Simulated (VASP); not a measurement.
CdS (Greenockite), 4 atoms in the cell. It takes space group P6_3mc (No. 186, hexagonal). The conventional cell has a = 4.125 Å, b = 4.125 Å, c = 6.708 Å, α = 90.00°, β = 90.00°, γ = 120.00°. Cd (site symmetry 3m) has 4 S at 2.52 to 2.53 Å as nearest neighbours. S (site symmetry 3m) has 4 Cd at 2.52 to 2.53 Å as nearest neighbours. 

* Program: VASP 6.6.1
* Task: single point
* Functional: PBEsol
* Potentials or basis: VASP PAW PBE potentials, release 64 (Cd, S)
* Cutoff: 520 eV
* k mesh: 6 × 6 × 4
* Occupations: fermi-dirac, width 0.02 eV
* Spin: no spin polarisation
* Dipole correction: no
* Further INCAR settings: ALGO = Normal; EDIFF = 1e-07; NBANDS = 26

Potentials or basis: VASP PAW PBE potentials, release 64 (Cd, S).

The run is started by

```console
$ cat potpaw_PBE.64/Cd/POTCAR potpaw_PBE.64/S/POTCAR > POTCAR
$ mpirun -np 1 vasp_std > vasp.out
```

Hardware: 1 thread of Intel(R) Xeon(R) 6975P-C (Granite Rapids), with other jobs on the host.

Question: How long does it take, and how much memory?

Answer: Run time: 37 s on 1 thread of Intel(R) Xeon(R) 6975P-C (Granite Rapids), with other jobs on the host, peak memory 0.22 GiB. Counts: scf iterations 15, k points 21.
